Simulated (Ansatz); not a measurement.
# HgSe (F-43m) in Ansatz: equation of state

Aim: energy against volume of HgSe in PBEsol, for its equilibrium volume and stiffness.

Program: Ansatz 0.2.0. These are calculated values, not measurements. Logs are shortened: lines on timing, memory, paths and dates and some standing lists are left out, and cuts for length are marked.

**What was measured.**

From “The pseudo-binary mercury chalcogenide alloy HgSe0.7S0.3 at high pressure: a mechanism of the zinc blende/cinnabar reconstructive phase transition”, 2002, arxiv:cond-mat/0209548, for a bulk crystal of HgSe: bulk modulus 51.6 ± 0.2 GPa.

How close the calculation comes is told below.

**1. Starting point**

It takes space group F-43m (No. 216, cubic). The conventional cell has a = 6.078 Å, b = 6.078 Å, c = 6.078 Å, α = 90.00°, β = 90.00°, γ = 90.00°. Around Hg (site symmetry -43m) lie 4 Se at 2.63 Å. Se (site symmetry -43m) has 4 Hg at 2.63 Å as nearest neighbours.

**2. Equation of state, PBEsol**

Potentials or basis: all-electron LAPW, scalar-relativistic.

This step only gathers the single runs of the series.

Results:

- Equilibrium volume: 28.85 Å³/atom
- Bulk modulus: 52 GPa
- Pressure derivative of the bulk modulus: 5.0

Energy against volume, from the lowest point:
| volume (Å³/atom) | energy (meV/atom) |
| --- | --- |
| 26.383 | 40.23 |
| 26.944 | 22.88 |
| 27.505 | 10.76 |
| 28.067 | 3.31 |
| 28.628 | 0.00 |
| 29.189 | 0.38 |
| 29.751 | 4.04 |

Spin-orbit coupling is left out, which matters for the levels of Hg.

**3. Comparison with measurements**

Step 2. Against the measured bulk modulus of HgSe, 51.6 GPa (quoted in “The pseudo-binary mercury chalcogenide alloy HgSe0.7S0.3 at high pressure: a mechanism of the zinc blende/cinnabar reconstructive phase transition”, 2002, arxiv:cond-mat/0209548), the calculated 52 GPa is off by 0.0 %. The fit is for a static lattice scaled at fixed shape and fixed fractional positions.
